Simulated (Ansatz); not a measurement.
**Si: random displacements**

Level of theory: Ansatz 0.2.0, DFT PBE, scalar-relativistic, plane waves, PAW. The runs took a 420 eV cutoff, a Γ-centred 6×6×6 mesh and Gaussian smearing (0.05 eV). No spin polarisation. Energies are free energies at this smearing, counted from the undisturbed cell; pressure is positive in compression.

The undisturbed cell (as given, not relaxed at this level):

```xyz
8
Lattice="5.4309 0.0000 0.0000 0.0000 -5.4309 0.0000 0.0000 0.0000 -5.4309" Properties=species:S:1:pos:R:3 pbc="T T T"
Si    2.7155    0.0000    0.0000
Si    0.0000   -2.7155    0.0000
Si    0.0000    0.0000   -2.7155
Si    2.7155   -2.7155   -2.7155
Si    4.0732   -4.0732   -4.0732
Si    1.3577   -1.3577   -4.0732
Si    1.3577   -4.0732   -1.3577
Si    4.0732   -1.3577   -1.3577
```

The atoms are displaced (Å, in the unstrained cell):

```csv
atom,ux,uy,uz
Si1,-0.050,-0.030,0.050
Si2,-0.004,0.056,0.022
Si3,0.023,0.003,0.052
Si4,-0.024,-0.016,-0.018
Si5,0.010,0.041,-0.012
Si6,-0.003,0.000,-0.013
Si7,0.001,-0.025,-0.012
Si8,0.047,-0.030,-0.070
```

Strain (Voigt, engineering shear): (-0.0014, -0.0010, -0.0081, 0.0143, -0.0212, 0.0082).

Task: What are the energy change, the stress and the forces?

Result: ΔE = 36.9 meV/atom; stress (xx, yy, zz, yz, xz, xy; compression positive) (3.33, 3.30, 3.89, -2.44, 2.41, 1.18) GPa; gap on the mesh 0.16 eV.
| atom | Fx (eV/Å) | Fy | Fz |
| --- | --- | --- | --- |
| Si1 | 1.38 | 0.18 | -0.87 |
| Si2 | 0.28 | -0.97 | -0.56 |
| Si3 | -0.17 | 0.02 | -1.10 |
| Si4 | 0.39 | -0.21 | 0.14 |
| Si5 | -0.22 | -0.53 | 0.13 |
| Si6 | -0.41 | 0.27 | 0.72 |
| Si7 | -0.02 | 0.75 | 0.78 |
| Si8 | -1.23 | 0.50 | 0.77 |

Cost: 1 run of about 0.28 core-minutes, on Intel Xeon 6975P-C (Granite Rapids) (shared hosts).